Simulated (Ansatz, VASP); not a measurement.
BN: VASP beside Ansatz

```xyz
2
Lattice="1.2511 0.7223 3.3729 -1.2511 0.7223 3.3729 0.0000 -1.4447 3.3729" Properties=species:S:1:pos:R:3 pbc="T T T"
N     0.0000    0.0000    6.7517
B     0.0000    0.0000    0.0033
```

The cell is a database's computed one.

Alike in both runs: task single point; functional PBE; k mesh 12 × 12 × 12; occupations gaussian, width 0.05 eV; no spin polarisation.

|  | VASP | Ansatz |
| --- | --- | --- |
| version | VASP 6.6.1 | Ansatz 0.2.0 |
| potentials or method | VASP PAW PBE potentials, release 64 (N, B), cutoff 520 eV | all-electron LAPW, scalar-relativistic |

VASP gave:

* gap on the k mesh at the Fermi level (eV): 4.28
* least direct gap on the mesh (eV): 4.70
* pressure (GPa): 3.6
* largest component of the traceless stress (GPa): 1.41

Task: Estimate Ansatz's values.

Result: gap on the k mesh at the Fermi level (eV): 4.28; least direct gap on the mesh (eV): 4.69; pressure (GPa): 3.5; largest component of the traceless stress (GPa): 1.15.

Ansatz ran all-electron here, so the differences hold the error of VASP's frozen core and of both bases.

A k mesh can miss the band edges.
